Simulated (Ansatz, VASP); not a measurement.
Al in VASP and in Ansatz

```
Al
1.0
     2.83108    0.00000    0.00000
    -1.41554    2.45179    0.00000
     0.00000    0.00000    4.89908
Al
2
Direct
  0.33333 0.66667 0.25000
  0.66667 0.33333 0.75000
```

Change from the starting cell: volume scaled by 1.02.

Alike in both runs: task single point; functional PBEsol; k mesh 11 × 11 × 6; occupations fermi-dirac, width 0.05 eV; no spin polarisation.

|  | VASP | Ansatz |
| --- | --- | --- |
| version | VASP 6.6.1 | Ansatz 0.2.0 |
| potentials or method | VASP PAW PBE potentials, release 64 (Al), cutoff 520 eV | all-electron LAPW, scalar-relativistic |

VASP gave:

| Item | Value |
| --- | --- |
| gap on the k mesh at the Fermi level (eV) | none |
| pressure (GPa) | -2.7 |
| largest component of the traceless stress (GPa) | 2.76 |

What did Ansatz give for the same quantities?

gap on the k mesh at the Fermi level (eV): none; pressure (GPa): -2.7; largest component of the traceless stress (GPa): 2.74.

A gap of «none» marks a metal or a gap that the smearing closes. Ansatz ran all-electron here, so the differences hold the error of VASP's frozen core and of both bases.

Caveats: the PAW data sets were made with another functional, which shifts forces and pressure a little (VASP).
